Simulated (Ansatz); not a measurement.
# TaS2 under changes of volume

One of the cells (18.984 Å³/atom); the others are scaled copies at fixed shape and fractional positions:

```
CELL_PARAMETERS angstrom
3.35000 0.00000 0.00000
-1.67500 2.90119 0.00000
0.00000 0.00000 5.86000
ATOMIC_POSITIONS crystal
Ta 0.00000 0.00000 0.00000
S 0.66667 0.33333 0.75000
S 0.33333 0.66667 0.25000
```

| Property | Result |
| --- | --- |
| Program | Ansatz 0.2.0 |
| Functional | RPBE |
| Potentials or basis | Ansatz PAW |
| Cutoff | 420 eV (not typed: the program's choice for these potentials) |
| k mesh | 9 × 9 × 5 |
| Occupations | fermi-dirac, width 0.05 eV |
| Spin | no spin polarisation |

| volume (Å³/atom) | energy over the lowest point (meV/atom) | pressure (GPa) | largest force (eV/Å) |
| --- | --- | --- | --- |
| 17.845 | 175.97 | 23.3 | 2.499 |
| 18.225 | 125.89 | 19.1 | 2.077 |
| 18.605 | 85.20 | 15.3 | 1.684 |
| 18.984 | 53.00 | 11.9 | 1.318 |
| 19.364 | ? | ? | ? |
| 19.744 | 11.08 | 6.0 | 0.658 |
| 20.123 | 0.00 | 3.4 | 0.361 |

Question: What does the run at 19.364 Å³/atom give?

Answer: Energy over the lowest point 28.53 meV/atom; pressure 8.8 GPa; largest force 0.977 eV/Å.

Worked out: A Birch-Murnaghan fit of order 3 (a polynomial in V^(-2/3)) to the other rows has its minimum at 20.69 Å³/atom, just outside them, with B0 = V·E''(V) = 117 GPa and B' = 4.0 at fixed shape and positions, which overstates the stiffness. It gives 28.53 meV/atom at 19.364 Å³/atom, against the run's 28.53, and -dE/dV = 8.8 GPa, against 8.8.

Energies are extrapolated to zero smearing.

Caveats: this functional lacks dispersion, which binds the layers, so the pressure and a relaxed spacing across them are unreliable; the PAW data sets come from PBE, with cores solved anew for the run's functional, which leaves a small shift of forces and pressure; forces of over 1 eV/Å show positions far from the minimum, so gaps and moduli don't describe the material at rest (some runs).
